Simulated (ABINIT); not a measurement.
A run of ABINIT 10.8.3 (patched build) is set up as follows.

File run.abi:

```
# Pseudopotentials
pp_dirpath "./"
pseudos "Cu.GGA_PBE-JTH.xml, O.GGA_PBE-JTH.xml"

# Structure
acell 3*1.0 Angstrom
rprim
     2.3446497600    -1.7133998200     0.0000000000
     2.3446497600     1.7133998200     0.0000000000
    -0.8605499100     0.0000000000     5.0594394800
ntypat 2
znucl 29 8
natom 4
typat 1 1 2 2
xred
     0.0032000000     0.4968000000     0.0000000000
     0.4968000000     0.0032000000     0.5000000000
     0.5714000000     0.4056000000     0.2537000000
     0.4056000000     0.5714000000     0.7537000000
chkprim 0
chksymtnons 0
tolsym 1.0e-6

# Plane-wave basis
ecut 707.496042 eV
pawecutdg 48.0
pawxcdev 0

# k points
kptopt 1
ngkpt 10 10 5
nshiftk 1
shiftk 0.0 0.0 0.0

# Exchange and correlation
ixc 11

# Bands and occupations
nband 30
occopt 3
tsmear 0.05 eV

# SCF cycle
nstep 100
tolvrs 1.0e-9

# Output
iomode 3
prtwf 0
prtden 0
prteig 0
prtebands 0
enunit 2
```

Potentials or basis: JTH PAW PBE v2.0.

The run is started by

```console
$ mpirun --bind-to none -np 4 abinit run.abi > log 2>&1
```

Task: What does it give for the pressure?

Result: 5.5 GPa.

Task: What does it give for the band gap on the k mesh?

Result: None (metal or under the smearing width).

Task: What does it give for the largest force?

Result: 0.773 eV/Å.

Forces in eV/Å, atoms in the order of the input:
```
Cu  -0.639  0.357  0.248
Cu  -0.639 -0.357  0.248
O    0.639  0.299 -0.248
O    0.639 -0.299 -0.248
```

Caveat: the run has no spin polarisation, though such a crystal can be magnetic; semilocal functionals often make such compounds metallic where correlation or magnetic order opens a gap, which also shifts bond lengths. With open d or f shells a metallic result of PBE can be an artefact of self-interaction; +U or a hybrid may open a gap.
